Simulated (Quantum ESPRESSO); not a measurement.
Mo in Quantum ESPRESSO: the effect of Hubbard term

The system is Mo.

```xyz
1
Lattice="-1.5838 1.5838 1.5838 1.5838 -1.5838 1.5838 1.5838 1.5838 -1.5838" Properties=species:S:1:pos:R:3 pbc="T T T"
Mo    0.0000    0.0000    0.0000
```

Alike in all runs:

```yaml
Program: Quantum ESPRESSO 7.5
Task: Hubbard U by linear response
Functional: LDA
Potentials_or_basis: GBRV 1.5 LDA
Cutoff: 612 eV
Density_cutoff: 4898 eV
k_mesh: 10 × 10 × 10
Occupations: cold, width 0.2 eV
Spin: no spin polarisation
Start_of_the_occupations: default
Hubbard_projectors: ortho-atomic
Form_of_the_LDA_correlation: PZ81
Mixing_beta: 0.3
Most_SCF_iterations: 120
SCF_threshold: 2e-10 Ry
q_mesh: 2 × 2 × 2
```

```tsv
Hubbard term	pressure (GPa)
Mo d U = 0.0001 eV	?
Mo d U = 2.0 eV	-13.6
Mo d U = 4.0 eV	-11.0
Mo d U = 6.0 eV	-6.4
Mo d U = 8.0 eV	4.1
```

Task: What does the run with Hubbard term Mo d U = 0.0001 eV give?

Result: Pressure -14.9 GPa.

Worked out: A parabola through the other rows of the pressure, of slope -2.05 GPa per eV there, extrapolates to -11.3 GPa, against the run's -14.9. The fit is too stiff a form for this range.

Caveats: the computed U isn't converged in cell size; U without spin polarisation on a metal has little footing; the U is typed as a test and isn't derived for this compound.
